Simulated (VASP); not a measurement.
# A VASP 6.6.1 single-point calculation on TiS₂

INCAR

```
LDAUTYPE = 2
LCHARG = .FALSE.
LDAUL = 2 -1
ISIF = 2
NSW = 0
SIGMA = 0.02
NBANDS = 19
PREC = Accurate
GGA = PE
LMAXMIX = 4
LDAU = .TRUE.
LDAUJ = 0 0
LREAL = .FALSE.
LDAUU = 5.0 0
ENCUT = 520
NELM = 120
ISMEAR = -1
IBRION = -1
LWAVE = .FALSE.
EDIFF = 1E-7
LASPH = .TRUE.
```

KPOINTS

```
KPOINTS created by Atomic Simulation Environment
0
Gamma
12 12 4
0 0 0
```

POSCAR

```
Ti S
 1.0000000000000000
     3.5817985567342729   -0.0000000000288676    0.0000000000000000
    -1.7908992783421365    3.1019285413847526    0.0000000000000000
     0.0000000000000000    0.0000000000000000    5.5969053584999999
 Ti  S
   1   2
Cartesian
  0.0000000000000000  0.0000000000000000 -0.0000000000000000
  0.0000000000166670  2.0679523609135457  1.3348172459418914
  1.7908992783754702  1.0339761804423391  4.2620881125581098
```

The recommended PBE PAW datasets give the neutral cell 24 valence electrons.

Command

```
mpirun -np 1 vasp_std
```

Problem. Predict the outcome of this run.

Solution. It converged. Results: gap between bands v and c on the k mesh 0.60 eV; least direct gap on the k mesh 0.81 eV; pressure 0.5 GPa; largest force 0.38 eV/Å. Band v is the last that the valence electrons fill when counted band by band, and c is the next.

OSZICAR

```
N       E                     dE             d eps       ncg     rms          rms(c)
DAV:   1     0.214724152682E+03    0.21472E+03   -0.11500E+04  2622   0.125E+03
DAV:   2    -0.823787869963E+00   -0.21555E+03   -0.20853E+03  2801   0.334E+02
DAV:   3    -0.212204554961E+02   -0.20397E+02   -0.20132E+02  3715   0.100E+02
DAV:   4    -0.219739047422E+02   -0.75345E+00   -0.75136E+00  3658   0.183E+01
DAV:   5    -0.220000879343E+02   -0.26183E-01   -0.26171E-01  3861   0.304E+00    0.142E+01
DAV:   6    -0.166846957391E+02    0.53154E+01   -0.22662E+01  3523   0.464E+01    0.849E+00
DAV:   7    -0.166078231823E+02    0.76873E-01   -0.56034E+00  3331   0.194E+01    0.516E+00
DAV:   8    -0.168814129101E+02   -0.27359E+00   -0.35665E+00  3177   0.152E+01    0.477E+00
DAV:   9    -0.165985358177E+02    0.28288E+00   -0.29111E+00  3308   0.135E+01    0.973E-01
DAV:  10    -0.165826681220E+02    0.15868E-01   -0.11242E-01  3041   0.262E+00    0.532E-01
DAV:  11    -0.166046971096E+02   -0.22029E-01   -0.11555E-01  4076   0.242E+00    0.103E+00
DAV:  12    -0.165859400487E+02    0.18757E-01   -0.73284E-02  3458   0.228E+00    0.160E-01
DAV:  13    -0.165860881852E+02   -0.14814E-03   -0.15095E-03  2997   0.261E-01    0.978E-02
DAV:  14    -0.165860031932E+02    0.84992E-04   -0.32249E-04  3503   0.115E-01    0.583E-02
DAV:  15    -0.165859491850E+02    0.54008E-04   -0.16035E-04  3671   0.105E-01    0.212E-02
DAV:  16    -0.165859471160E+02    0.20691E-05   -0.89118E-06  3384   0.227E-02    0.131E-02
DAV:  17    -0.165859468563E+02    0.25966E-06   -0.19903E-05  3377   0.404E-02    0.107E-02
DAV:  18    -0.165859457919E+02    0.10644E-05   -0.52401E-06  3053   0.231E-02    0.406E-03
DAV:  19    -0.165859456882E+02    0.10369E-06   -0.17578E-07  2258   0.377E-03    0.175E-03
DAV:  20    -0.165859456897E+02   -0.15311E-08   -0.15357E-07  2121   0.364E-03
   1 F= -.16585946E+02 E0= -.16585946E+02  d E =-.280239E-08
```

Standard output (part)

```
POSCAR found type information on POSCAR TiS
 POSCAR found :  2 types and       3 ions
 LDA part: xc-table for (Slater+PW92), standard interpolation
 POSCAR, INCAR and KPOINTS ok, starting setup
 WAVECAR not read
 entering main loop
```

For comparison, a separate PBE run of the intended cell, on usual settings and not on those above, gives a gap of 0.04 eV on its mesh and a pressure of -3.3 GPa.
